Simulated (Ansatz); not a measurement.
# GaN (P6_3mc) in Ansatz: a series of runs

One crystal, GaN, is run at these levels: r2SCAN; tasks: single point, equation of state.

Program: Ansatz 0.2.0. These are calculated values, not measurements. Logs are shortened: lines on timing, memory, paths and dates and some standing lists are left out, and cuts for length are marked.

### Step 1. The crystal as given

It takes space group P6_3mc (No. 186, hexagonal). The conventional cell has a = 3.212 Å, b = 3.212 Å, c = 10.357 Å, α = 90.00°, β = 90.00°, γ = 120.00°. Ga (site symmetry 3m) is surrounded by 4 N at 1.95 to 2.00 Å. Ga (site symmetry 3m) has 3 N at 1.94 Å as nearest neighbours. Around N (site symmetry 3m) lie 4 Ga at 1.94 to 2.00 Å. N (site symmetry 3m) has 3 Ga at 1.95 Å as nearest neighbours.

The cell is a database's computed one.

### Step 2. Single point, r2SCAN, 10.87 Å³/atom (volume scaled by 0.94)

File input.yaml:

```yaml
crystal:
  lattice:
    - [3.1459778032, 0.0, 0.0]
    - [-1.5729889016, 2.7244966974, 0.0]
    - [0.0, 0.0, 10.1454165942]
  atoms:
    - { symbol: Ga, position: [0.0, 0.0, 0.785868] }
    - { symbol: Ga, position: [0.6666666667, 0.3333333333, 0.037349] }
    - { symbol: Ga, position: [0.3333333333, 0.6666666667, 0.537349] }
    - { symbol: Ga, position: [0.0, 0.0, 0.285868] }
    - { symbol: "N", position: [0.0, 0.0, 0.093038] }
    - { symbol: "N", position: [0.6666666667, 0.3333333333, 0.343745] }
    - { symbol: "N", position: [0.0, 0.0, 0.593038] }
    - { symbol: "N", position: [0.3333333333, 0.6666666667, 0.843745] }
hamiltonian:
  xc: r2scan
  pseudopotentials: { kind: paw }
kpoints:
  mp_grid: { grid: [10, 10, 3] }
scf:
  occupations: { method: fermi_dirac, width: 0.05 }
output:
  forces: true
  stress: true
  eigenvalues: true
```

Potentials or basis: Ansatz PAW.

Started as:

```sh
$ ansatz run input.yaml --threads 4 --pin off --max-ram 11264MiB --backend cpu --events-out ev --progress --plain --runs-dir out
```

Log:

```text
Warning: RAYON_NUM_THREADS=4 ignored (pool sized by the plan → 4); use --threads N
Engine: ansatz 0.2.0, aarch64-unknown-linux-gnu
Pseudopotentials: kind: paw
Pseudopotential: Ga, paw, valence charge 13, recommended cutoff 500 eV (meta_gga), Ga.paw.azcp
Pseudopotential: N, paw, valence charge 5, recommended cutoff 500 eV (meta_gga), N.paw.azcp
Functional definition: r2SCAN
  parameter k0 = 0.174
  parameter k1 = 0.065
  parameter a1 = 4.9479
  exchange = r2scan_x(k0 = k0, k1 = k1, a1 = a1)
  correlation = r2scan_c
Crystal: 8 atoms, lattice volume = 86.958 Å³
Basis set: ecut = 500 eV, 2185 PW (Γ), exchange–correlation on 96×96×300 points (64 copies of the dense FFT grid, shifted against one another)
Bands: 44, of which v1, the nominal top of the filled ones, is band 36 counted from 1 (35 counted from 0)
Symmetry: 12 space group operations
Space group: P63mc (ITA 186), of the structure as read, at distance tolerance 4.4e-5 Å
k-points: 28 of 300 (time reversal used)
Non-local potential: Ga, projectors of the file, l = 0: 2, l = 1: 2, l = 2: 3, l = 3: 1
Non-local potential: N, projectors of the file, l = 0: 2, l = 1: 2, l = 2: 1
PAW form: soft (Blöchl's): semilocal exchange-correlation on the pseudo side does not see the compensation charge
PAW frozen core: Ga, regenerated for the run's functional (the file was generated under x = pbe(κ = 0.804, μ = 0.2195149727645171), c = pbe(β = 0.06672455060314922))
PAW frozen core: N, regenerated for the run's functional (the file was generated under x = pbe(κ = 0.804, μ = 0.2195149727645171), c = pbe(β = 0.06672455060314922))
PAW one-centre angular grid: Ga, 590 points (default); XC on 160 Gauss nodes
PAW one-centre angular grid: N, 302 points (default); XC on 160 Gauss nodes
Initial density: superposition of atomic densities (neutral atoms: chi_scale 0, normalization atom), corrected by the library's trained network
Initial wavefunctions: pseudopotential atomic-orbital guess
Functional: x = r2scan, c = r2scan; τ floored in thin density (d = 2e-4 eV/Å³)
SCF iter   1: F=—  HF=-16702.920853 eV  |F-HF|=—  |Δ(HF+E_count)|=         —  Δρ=1.43e-2  dr2=8.77e-2  dr2_τ=4.19e-1  ethr=1.77e-3  ⟨swp⟩=5.9  Hψ=4419  notcnv=0  defer=11
preconditioner: auto → Resta (q_TF=auto, 2.644 Å⁻¹)  ε∞=4.7  [insulator: Δε(μ)=1.648 eV  Ē_g=17.591 eV  σ=0.050 eV  W_gap=1.00  n_scr=38 (ndim 8)  ℏωp=33.8 eV  f_vac=0.002  D(μ)=0.00/eV (n_scr^D=0)  ε∞_Penn≈4.7]
SCF iter   2: F=—  HF=-16703.048629 eV  |F-HF|=—  |Δ(HF+E_count)|=   1.28e-1  Δρ=6.74e-3  dr2=2.72e-2  dr2_τ=5.69e-4  ethr=1.22e-4  ⟨swp⟩=2.0  Hψ=2606  notcnv=0  defer=83
SCF iter   3: F=—  HF=-16703.047092 eV  |F-HF|=—  |Δ(HF+E_count)|=   1.54e-3  Δρ=3.95e-3  dr2=6.46e-3  dr2_τ=2.93e-4  ethr=3.78e-5  ⟨swp⟩=2.3  Hψ=1753  notcnv=0  defer=55
automatic band count: iteration 3 solves 43 bands in place of 44: the levels show a gap, and the empty bands left out lie too high to hold charge; the band table lists the bands solved (type scf.n_extra_bands for more)
SCF iter   4: F=—  HF=-16703.047107 eV  |F-HF|=—  |Δ(HF+E_count)|=   1.53e-5  Δρ=4.65e-4  dr2=1.60e-4  dr2_τ=4.99e-5  ethr=8.97e-6  ⟨swp⟩=2.0  Hψ=2137  notcnv=0  defer=55
SCF iter   5: F=—  HF=-16703.047178 eV  |F-HF|=—  |Δ(HF+E_count)|=   7.13e-5  Δρ=1.98e-4  dr2=1.75e-5  dr2_τ=1.76e-6  ethr=2.22e-7  ⟨swp⟩=2.0  Hψ=2161  notcnv=0  defer=55
SCF iter   6: F=—  HF=-16703.047197 eV  |F-HF|=—  |Δ(HF+E_count)|=   1.88e-5  Δρ=5.68e-5  dr2=2.83e-6  dr2_τ=3.36e-7  ethr=2.43e-8  ⟨swp⟩=2.0  Hψ=2100  notcnv=0  defer=55
SCF iter   7: F=—  HF=-16703.047197 eV  |F-HF|=—  |Δ(HF+E_count)|=   5.57e-7  Δρ=1.57e-5  dr2=2.13e-7  dr2_τ=2.01e-8  ethr=3.93e-9  ⟨swp⟩=2.1  Hψ=2140  notcnv=0  defer=55
SCF iter   8: F=-16703.047197 eV  HF=-16703.047197 eV  |F-HF|=3.26e-8  |Δ(HF+E_count)|=   5.98e-8  Δρ=7.23e-6  dr2=4.76e-8  dr2_τ=2.57e-9  ethr=1.39e-10  ⟨swp⟩=8.8  Hψ=5086  notcnv=0
SCF 1 converged in 8 iterations: F = -16703.047197 eV  dr2 = 4.76e-8
SCF converged after 8 iterations
Free energy (F): -16703.047197 eV
Harris-Foulkes:  -16703.047197 eV  (|F-HF|=3.26e-8)
Internal energy: -16703.047197 eV  (E = F + TS)
E sigma→0 (E₀):  -16703.047197 eV
Fermi energy:    11.562567 eV
--- Per-component energies (eV) ---
  E_band       = -15.909018
  E_kinetic    = 991.513534
  E_local      = -7543.231070  (includes V_loc(G=0)·N_el)
  E_nonlocal   = 1907.186399
  E_hartree    = 3491.396506
  E_xc         = -487.781482
  E_vxc        = -575.134466  (∫ρ·V_xc dr)
  E_paw        = -8549.843028  (= ΣΔE_a)
  E_vpaw       = -1810.217752  (= ΣTr[D̂ρ^β])
  E_aug_tail   = -0.000079  (compensation charges beyond the density's cutoff)
  E_vtau       = 31.178839  (kinetic-family band-sum trace: ∫τ·v_τ [+ j·A + Jᵃ·Aᵃ] dr)
  E_ewald      = -6509.557440
  E_core_change = -2.730538  (= ΣΔE_core)
  E_smearing   = -0.000000  (= −TS)
  E_closure    = -0.000000  (closes the sum)
  Σ components = -16703.047197   (vs F -16703.047197, Δ=0.00e0)
--- Forces (eV/Å), atoms counted from 1 ---
  atom   1  Ga     0.00000000    -0.00000000    -0.05750263
  atom   2  Ga     0.00000000    -0.00000000    -0.40122929
  atom   3  Ga    -0.00000000     0.00000000    -0.40122929
  atom   4  Ga     0.00000000     0.00000000    -0.05750263
  atom   5  N      0.00000000     0.00000000    -0.18235505
  atom   6  N     -0.00000000     0.00000000     0.64112797
  atom   7  N      0.00000000    -0.00000000    -0.18235505
  atom   8  N     -0.00000000    -0.00000000     0.64112797
  max |Σ_I F_I| component: 8.20e-5 eV/Å
--- Stress (GPa, compression-positive) ---
        3.537271       0.000000      -0.000000
        0.000000       3.537271       0.000000
        0.000000       0.000000       9.229070
  P = ⅓ Tr σ = 5.4345 GPa (54.345 kbar)
--- Band table (eV; the first three rows and the last of 28) ---
  k-point 0: bands = ["-6.9932", "-6.6338", "-5.7962", "-5.5534", "-4.2352", "-4.2352", "-4.2326", "-4.2326", "-4.0207", "-3.9960", "-3.9960", "-3.9924", "-3.9924", "-3.9867", "-3.5038", "-3.5038", "-3.5026", "-3.5026", "-3.1889", "-3.1889", "-3.1856", "-3.1856", "-3.0841", "-2.3509", "3.3276", "5.9885", "7.1173", "9.2152", "9.2152", "9.2629", "9.2629", "10.1146", "10.1146", "10.1508", "10.1508", "10.6892", "12.3852", "14.9550", "15.1804", "15.1920", "18.8163", "19.5704", "20.2202"]
  k-point 1: bands = ["-6.9208", "-6.7466", "-5.7119", "-5.5962", "-4.2345", "-4.2345", "-4.2332", "-4.2332", "-4.0153", "-3.9991", "-3.9952", "-3.9952", "-3.9933", "-3.9933", "-3.5035", "-3.5035", "-3.5029", "-3.5029", "-3.1881", "-3.1881", "-3.1864", "-3.1864", "-2.9154", "-2.5521", "3.7920", "4.9306", "8.2718", "9.2268", "9.2268", "9.2507", "9.2507", "9.7656", "10.1240", "10.1240", "10.1420", "10.1420", "13.1855", "14.2860", "15.2412", "15.3225", "19.0389", "19.4098", "20.4275"]
  k-point 2: bands = ["-6.8914", "-6.5630", "-5.7178", "-5.5178", "-4.2402", "-4.2400", "-4.2182", "-4.2162", "-4.0209", "-4.0146", "-3.9912", "-3.9889", "-3.9634", "-3.9096", "-3.4883", "-3.4824", "-3.4815", "-3.4808", "-3.2238", "-3.2036", "-3.1896", "-3.1852", "-3.0019", "-2.2751", "3.4954", "5.9562", "7.0623", "8.4097", "8.8502", "8.9359", "9.1307", "9.1851", "9.5847", "9.8779", "10.0923", "10.6242", "13.1844", "15.2315", "15.7124", "15.8332", "18.5054", "18.9289", "19.5986"]
  k-point 27: bands = ["-6.0415", "-6.0198", "-5.1185", "-5.1157", "-4.1603", "-4.1594", "-4.1210", "-4.1172", "-4.0655", "-4.0591", "-3.9105", "-3.9105", "-3.4480", "-3.4382", "-3.3682", "-3.3676", "-3.2790", "-3.2788", "-3.2029", "-3.2015", "-2.0985", "-2.0911", "-1.4404", "-1.4172", "3.6617", "3.7483", "4.0909", "4.4477", "5.1437", "5.3209", "6.3607", "6.5101", "7.4140", "8.2612", "9.4100", "9.5236", "14.4135", "14.5089", "17.7796", "18.3261", "18.3266", "18.7354", "19.4002"]
```

Wall time 6.6 s (4 threads of Arm Neoverse V1, shared host); peak memory 0.54 GiB.

What came out:

```
Free energy            : -16703.0472 eV
Pressure               : 5.4 GPa
Largest force          : 0.641 eV/Å
Band gap on the k mesh : 1.70 eV, direct
```

Caveat: odd divisions of the mesh miss points on the zone boundary, where band edges often lie, so the gap on the mesh can be too wide; the PAW data sets come from PBE, with cores solved anew for the run's functional, which leaves a small shift of forces and pressure.

### Step 3. Single point, r2SCAN, 11.10 Å³/atom (volume scaled by 0.96)

Edit input.yaml of step 2 so:

```diff
@@ -2,5 +2,5 @@
   lattice:
-    - [3.1459778032, 0.0, 0.0]
-    - [-1.5729889016, 2.7244966974, 0.0]
-    - [0.0, 0.0, 10.1454165942]
+    - [3.1681333064, 0.0, 0.0]
+    - [-1.5840666532, 2.743683926, 0.0]
+    - [0.0, 0.0, 10.216865544]
   atoms:
@@ -25 +25,5 @@
   eigenvalues: true
+  write_density: true
+  write_potential: true
+  elf: true
+  volumetric_format: npy
```

Potentials or basis: Ansatz PAW.

Started as:

```sh
$ ansatz run input.yaml --threads 4 --pin off --max-ram 11264MiB --backend cpu --events-out ev --progress --plain --runs-dir out
```

Run time: 10 s. Hardware: 4 threads of Arm Neoverse V1, shared host; peak memory 0.6 GiB.

Results (log left out):

```yaml
Free_energy: -16703.0842 eV
Pressure: 1.0 GPa
Largest_force: 0.484 eV/Å
Band_gap_on_the_k_mesh: 1.53 eV, direct
```

Caveat: odd divisions of the mesh miss points on the zone boundary, where band edges often lie, so the gap on the mesh can be too wide; the PAW data sets come from PBE, with cores solved anew for the run's functional, which leaves a small shift of forces and pressure.

### Step 4. Single point, r2SCAN, 11.33 Å³/atom (volume scaled by 0.98)

Edit input.yaml of step 3 so:

```diff
@@ -2,5 +2,5 @@
   lattice:
-    - [3.1681333064, 0.0, 0.0]
-    - [-1.5840666532, 2.743683926, 0.0]
-    - [0.0, 0.0, 10.216865544]
+    - [3.1899831921, 0.0, 0.0]
+    - [-1.594991596, 2.762606482, 0.0]
+    - [0.0, 0.0, 10.2873289123]
   atoms:
@@ -25,5 +25 @@
   eigenvalues: true
-  write_density: true
-  write_potential: true
-  elf: true
-  volumetric_format: npy
```

Started as:

```sh
$ ansatz run input.yaml --threads 4 --pin off --max-ram 11264MiB --backend cpu --events-out ev --progress --plain --runs-dir out
```

Wall time 7.3 s (4 threads of Arm Neoverse V1, shared host); peak memory 0.56 GiB.

Results (log left out):

```yaml
Free_energy: -16703.0732 eV
Pressure: -2.9 GPa
Largest_force: 0.339 eV/Å
Band_gap_on_the_k_mesh: 1.37 eV, direct
```

Caveat: odd divisions of the mesh miss points on the zone boundary, where band edges often lie, so the gap on the mesh can be too wide; the PAW data sets come from PBE, with cores solved anew for the run's functional, which leaves a small shift of forces and pressure.

### Step 5. Single point, r2SCAN, 11.56 Å³/atom

Edit input.yaml of step 4 so:

```diff
@@ -2,5 +2,5 @@
   lattice:
-    - [3.1899831921, 0.0, 0.0]
-    - [-1.594991596, 2.762606482, 0.0]
-    - [0.0, 0.0, 10.2873289123]
+    - [3.2115377864, 0.0, 0.0]
+    - [-1.6057688932, 2.7812733083, 0.0]
+    - [0.0, 0.0, 10.35684]
   atoms:
```

Started as:

```sh
$ ansatz run input.yaml --threads 4 --pin off --max-ram 11264MiB --backend cpu --events-out ev --progress --plain --runs-dir out
```

Wall time 7.8 s (4 threads of Arm Neoverse V1, shared host); peak memory 0.56 GiB.

It converged, with:

```
Free energy            : -16703.0194 eV
Pressure               : -6.4 GPa
Largest force          : 0.245 eV/Å
Band gap on the k mesh : 1.21 eV, direct
```

Caveat: odd divisions of the mesh miss points on the zone boundary, where band edges often lie, so the gap on the mesh can be too wide; the PAW data sets come from PBE, with cores solved anew for the run's functional, which leaves a small shift of forces and pressure.

### Step 6. Single point, r2SCAN, 11.79 Å³/atom (volume scaled by 1.02)

Edit input.yaml of step 5 so:

```diff
@@ -2,5 +2,5 @@
   lattice:
-    - [3.2115377864, 0.0, 0.0]
-    - [-1.6057688932, 2.7812733083, 0.0]
-    - [0.0, 0.0, 10.35684]
+    - [3.2328068684, 0.0, 0.0]
+    - [-1.6164034342, 2.7996928736, 0.0]
+    - [0.0, 0.0, 10.4254303433]
   atoms:
```

Potentials or basis: Ansatz PAW.

Started as:

```sh
$ ansatz run input.yaml --threads 4 --pin off --max-ram 11264MiB --backend cpu --events-out ev --progress --plain --runs-dir out
```

Run time: 7.8 s. Hardware: 4 threads of Arm Neoverse V1, shared host; peak memory 0.56 GiB.

The run converged. Its results:

| Property | Result |
| --- | --- |
| Free energy | -16702.9273 eV |
| Pressure | -9.5 GPa |
| Largest force | 0.262 eV/Å |
| Band gap on the k mesh | 1.06 eV, direct |

Caveat: odd divisions of the mesh miss points on the zone boundary, where band edges often lie, so the gap on the mesh can be too wide; the PAW data sets come from PBE, with cores solved anew for the run's functional, which leaves a small shift of forces and pressure.

### Step 7. Single point, r2SCAN, 12.03 Å³/atom (volume scaled by 1.04)

Edit input.yaml of step 6 so:

```diff
@@ -2,5 +2,5 @@
   lattice:
-    - [3.2328068684, 0.0, 0.0]
-    - [-1.6164034342, 2.7996928736, 0.0]
-    - [0.0, 0.0, 10.4254303433]
+    - [3.253799709, 0.0, 0.0]
+    - [-1.6268998545, 2.8178732069, 0.0]
+    - [0.0, 0.0, 10.4931298399]
   atoms:
@@ -25 +25,5 @@
   eigenvalues: true
+  write_density: true
+  write_potential: true
+  elf: true
+  volumetric_format: npy
```

Started as:

```sh
$ ansatz run input.yaml --threads 4 --pin off --max-ram 11264MiB --backend cpu --events-out ev --progress --plain --runs-dir out
```

Wall time 9.8 s (4 threads of Arm Neoverse V1, shared host); peak memory 0.58 GiB.

The run converged. Its results:

* Free energy: -16702.8010 eV
* Pressure: -12.3 GPa
* Largest force: 0.278 eV/Å
* Band gap on the k mesh: 0.92 eV, direct

Caveat: odd divisions of the mesh miss points on the zone boundary, where band edges often lie, so the gap on the mesh can be too wide; the PAW data sets come from PBE, with cores solved anew for the run's functional, which leaves a small shift of forces and pressure.

### Step 8. Single point, r2SCAN, 12.26 Å³/atom (volume scaled by 1.06)

Edit input.yaml of step 7 so:

```diff
@@ -2,5 +2,5 @@
   lattice:
-    - [3.253799709, 0.0, 0.0]
-    - [-1.6268998545, 2.8178732069, 0.0]
-    - [0.0, 0.0, 10.4931298399]
+    - [3.2745251067, 0.0, 0.0]
+    - [-1.6372625534, 2.8358219278, 0.0]
+    - [0.0, 0.0, 10.5599668638]
   atoms:
@@ -25,5 +25 @@
   eigenvalues: true
-  write_density: true
-  write_potential: true
-  elf: true
-  volumetric_format: npy
```

Started as:

```sh
$ ansatz run input.yaml --threads 4 --pin off --max-ram 11264MiB --backend cpu --events-out ev --progress --plain --runs-dir out
```

Wall time 8.2 s (4 threads of Arm Neoverse V1, shared host); peak memory 0.57 GiB.

The run converged. Its results:

```
Free energy            : -16702.6442 eV
Pressure               : -14.8 GPa
Largest force          : 0.384 eV/Å
Band gap on the k mesh : 0.78 eV, direct
```

Caveat: odd divisions of the mesh miss points on the zone boundary, where band edges often lie, so the gap on the mesh can be too wide; the PAW data sets come from PBE, with cores solved anew for the run's functional, which leaves a small shift of forces and pressure.

### Step 9. Equation of state, r2SCAN

Potentials or basis: Ansatz PAW.

This step only gathers the single runs of the series.

What came out:

| Property | Result |
| --- | --- |
| Equilibrium volume | 11.16 Å³/atom |
| Bulk modulus at fixed shape and positions | 195 GPa |
| Pressure derivative of the bulk modulus | 4.5 |

Energy against volume, from the lowest point:
| volume (Å³/atom) | energy (meV/atom) |
| --- | --- |
| 10.870 | 4.62 |
| 11.101 | 0.00 |
| 11.332 | 1.37 |
| 11.564 | 8.10 |
| 11.795 | 19.61 |
| 12.026 | 35.39 |
| 12.257 | 54.99 |

Caveat: the cell was scaled at fixed shape and fractional positions, which overstates the stiffness of a crystal with free parameters, most of all of layers and chains; the PAW data sets were made with another functional, which shifts forces and pressure a little.
